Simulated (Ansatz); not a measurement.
## Te₂Mo (P6_3/mmc), ideal shear of a crystal plane

These are results of DFT r2SCAN, scalar-relativistic, plane waves, PAW (Ansatz 0.2.0), not measurements. Cutoff 500 eV, Γ-centred 9×9×2 k-points, Gaussian smearing of 0.05 eV. No spin polarisation. Energies are free energies at this smearing, counted from the undisturbed cell; pressure is positive in compression.

Reference structure (relaxed at this level):

```
Te Mo
1.0
    -3.56355    0.00000    0.00000
    -1.78177   -3.08612    0.00000
     0.00000    0.00000   14.72622
Te Mo
4 2
Direct
  0.33333 0.33333 0.62848
  0.66667 0.66667 0.12848
  0.33333 0.33333 0.87152
  0.66667 0.66667 0.37152
  0.33333 0.33333 0.25000
  0.66667 0.66667 0.75000
```

The cell holds layers and no dispersion correction was added, so their binding is poorly described.

The cut lies on the cell's a–b face, a (0 0 1) plane (indices in the standard cell, whose axes needn't be the Cartesian ones shown) of area 11.00 Å², between layers 3.78 Å apart. Vector c is tilted by f times 1·a + 1·b (length 6.172 Å) with the atoms' Cartesian places fixed: one unrelaxed fault a cell. The traction is dγ/du, the slope of γ against the slip u in Å.

| f | γ (mJ/m²) | traction (GPa) |
| --- | --- | --- |
| 0.0000 | 0 | 0.0 |
| 0.0833 | 13 | 0.4 |
| 0.1667 | 33 | 0.3 |
| 0.2500 | 38 | -0.1 |
| 0.3333 | 34 | 0.0 |
| 0.4167 | 47 | 0.5 |
| 0.5000 | 91 | 1.1 |
| 0.5833 | 148 | 1.0 |
| 0.6667 | 177 | 0.0 |
| 0.7500 | 146 | -1.1 |
| 0.8333 | 78 | -1.4 |

Question: Read off the first barrier and the stress needed to climb it, and compare with Frenkel's sinusoid.

Answer: The traction changes sign between f = 0.167 and 0.250, so by linear interpolation the first maximum lies at f = 0.236, a slip of 1.46 Å, with γ ≈ 38 mJ/m², which stands in for the unstable fault energy γ_us, and the steepest sampled slope before it is 0.4 GPa. A sinusoid γ = γ_us sin²(πu/λ) with its maximum there has λ = 2.92 Å and a largest slope πγ_us/λ = 0.4 GPa (1 mJ/m² per Å = 0.01 GPa).

Question: Is there a metastable fault on this line?

Answer: The samples dip to a local minimum of 34 mJ/m² at f = 0.333. If it survives relaxation and slip across the line, it is a planar fault that lets a dislocation split into partials, more widely the lower its energy (an antiphase boundary, where the slip puts unlike atoms in each other's places).

The cut is rigid; relaxing the faces lowers these energies and usually the stresses.

Cost: 11 runs of about 18 core-minutes in all, on Intel Xeon Processor @ 2.50GHz (Skylake/Cascade Lake) (shared hosts).